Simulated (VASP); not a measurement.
# PbSe in VASP: one cell, several levels of theory

What does VASP give for PbSe in the zincblende structure, the cell held fixed? Runs: PBE, r2SCAN, LDA, PBEsol, PBE+SOC. This is a trial cell built on a prototype, not taken from a measured structure, and it needn't be the compound's ground state.

Code: VASP 6.6.1. PAW datasets, plane waves. Computed, not measured; no magnetism was allowed, and the structure may never have been made.

### Step 1. The cell

The cell comes from an earlier relaxation with r2SCAN in another program.

The symmetry is F-43m (No. 216, cubic); a = 6.846 Å in the conventional setting, 40.11 Å³ an atom. Pb has 4 Se at 2.96 Å; Se has 4 Pb at 2.96 Å.

Coordinates:

```cif
data_structure
_symmetry_space_group_name_H-M 'P 1'
_symmetry_Int_Tables_number 1
_cell_length_a 4.8411
_cell_length_b 4.8411
_cell_length_c 4.8411
_cell_angle_alpha 60.000
_cell_angle_beta 60.000
_cell_angle_gamma 60.000
_cell_volume 80.23
loop_
_atom_site_label
_atom_site_type_symbol
_atom_site_fract_x
_atom_site_fract_y
_atom_site_fract_z
_atom_site_occupancy
Pb1 Pb 0.00000 0.00000 0.00000 1
Se1 Se 0.25000 0.25000 0.25000 1
```

### Step 2. PBE at this geometry

Input file INCAR:

```
ENCUT = 520.000000
SIGMA = 0.020000
EDIFF = 1.00e-07
GGA = PE
PREC = Accurate
IBRION = -1
ISIF = 2
ISMEAR = -1
NBANDS = 17
NELM = 120
NSW = 0
LASPH = .TRUE.
LCHARG = .TRUE.
LELF = .TRUE.
LWAVE = .FALSE.
LREAL = .FALSE.
```

Input file KPOINTS:

```
KPOINTS created by Atomic Simulation Environment
0
Gamma
6 6 6
0 0 0
```

Input file KPOINTS_OPT:

```
special points
6
Reciprocal
0.0000000000 0.0000000000 0.0000000000 1
0.5000000000 0.0000000000 0.5000000000 1
0.5000000000 0.2500000000 0.7500000000 1
0.3750000000 0.3750000000 0.7500000000 1
0.5000000000 0.5000000000 0.5000000000 1
0.6250000000 0.2500000000 0.6250000000 1
```

Input file POSCAR:

```
Pb Se
 1.0000000000000000
     0.0000000000000000    3.4232041300268978    3.4232041300268978
     3.4232041300268978   -0.0000000000000000    3.4232041300268978
     3.4232041300268978    3.4232041300268978   -0.0000000000000000
 Pb  Se
   1   1
Cartesian
 -0.0000000000000000 -0.0000000000000000  0.0000000000000000
  1.7116020650134487  1.7116020650134487  1.7116020650134487
```

The run uses the recommended PBE PAW datasets (20 valence electrons a neutral cell).

The run is started by

```bash
> mpirun -np 1 vasp_std
```

### Step 3. r2SCAN

Input file INCAR:

```
ENCUT = 520.000000
SIGMA = 0.010000
EDIFF = 1.00e-07
ALGO = Normal
METAGGA = R2SCAN
PREC = Accurate
IBRION = -1
ISIF = 2
ISMEAR = 0
NBANDS = 17
NELM = 120
NSW = 0
LASPH = .TRUE.
LCHARG = .FALSE.
LWAVE = .FALSE.
LREAL = .FALSE.
```

KPOINTS is that of step 2.

KPOINTS_OPT is that of step 2.

POSCAR is that of step 2.

### Step 4. LDA at this geometry

Edit INCAR of step 3 so:

```diff
@@ -3,4 +3,3 @@
 EDIFF = 1.00e-07
-ALGO = Normal
-METAGGA = R2SCAN
+GGA = CA
 PREC = Accurate
```

KPOINTS is that of step 3.

KPOINTS_OPT is that of step 3.

POSCAR is that of step 3.

The run uses the recommended LDA PAW datasets (20 valence electrons a neutral cell).

### Step 5. PBEsol

Edit INCAR of step 4 so:

```diff
@@ -3,3 +3,3 @@
 EDIFF = 1.00e-07
-GGA = CA
+GGA = PS
 PREC = Accurate
@@ -12,3 +12,4 @@
 LASPH = .TRUE.
-LCHARG = .FALSE.
+LCHARG = .TRUE.
+LELF = .TRUE.
 LWAVE = .FALSE.
```

KPOINTS is that of step 4.

KPOINTS_OPT is that of step 4.

POSCAR is that of step 4.

The run uses the recommended PBE PAW datasets (20 valence electrons a neutral cell).

### Step 6. PBE+SOC at this geometry

Input file INCAR:

```
ENCUT = 520.000000
SIGMA = 0.020000
EDIFF = 1.00e-07
GGA = PE
PREC = Accurate
IBRION = -1
ISIF = 2
ISMEAR = -1
NBANDS = 31
NELM = 120
NSW = 0
LASPH = .TRUE.
LCHARG = .FALSE.
LWAVE = .FALSE.
LSORBIT = .TRUE.
GGA_COMPAT = .FALSE.
LREAL = .FALSE.
MAGMOM = 0.0 0.0 0.0 0.0 0.0 0.0
```

KPOINTS is that of step 5.

KPOINTS_OPT is that of step 5.

POSCAR is that of step 5.

**Question.** What will these runs give? Wanted: for each run, gap; pressure.

As calculated:

```
  level  gap (eV)  pressure (GPa)
    PBE      0.62            0.74
 r2SCAN      0.79            0.00
    LDA      0.45           -1.92
 PBEsol      0.54           -0.89
PBE+SOC      0.47            0.73
```

The gap spans 0.45 eV (LDA) to 0.79 eV (r2SCAN). Spin-orbit coupling changes the PBE gap by -0.15 eV. Leaving spin-orbit runs aside: The pressure is highest with PBE (0.7 GPa) and lowest with LDA (-1.9 GPa), which orders the cells that they would relax to.
